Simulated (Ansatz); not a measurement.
An input for Ansatz 0.2.0 (FeO (Wuestite)):

The input input.yaml:

```yaml
crystal:
  lattice:
    - [0.0, 2.1554, 2.1554]
    - [2.1554, 0.0, 2.1554]
    - [2.1554, 2.1554, 0.0]
  atoms:
    - { symbol: Fe, position: [0.0, 0.0, 0.0], spin: 3.0 }
    - { symbol: O, position: [0.5, 0.5, 0.5] }
hamiltonian:
  xc: revpbe0
  pseudopotentials: { kind: paw }
magnetization:
  spin_polarized: true
kpoints:
  mp_grid: { grid: [6, 6, 6] }
scf:
  occupations: { method: tetrahedron }
output:
  forces: true
  stress: true
  eigenvalues: true
```

Potentials or basis: Ansatz PAW.

The run is started by

```bash
$ ansatz run input.yaml --threads 1 --pin off --max-ram 2560MiB --backend cpu --events-out ev --progress --plain --runs-dir out
```

Q: How does this run end?

A: The run stopped without a result. It printed:

Output:

```text
Error: 2 input errors — fix all and re-run
```
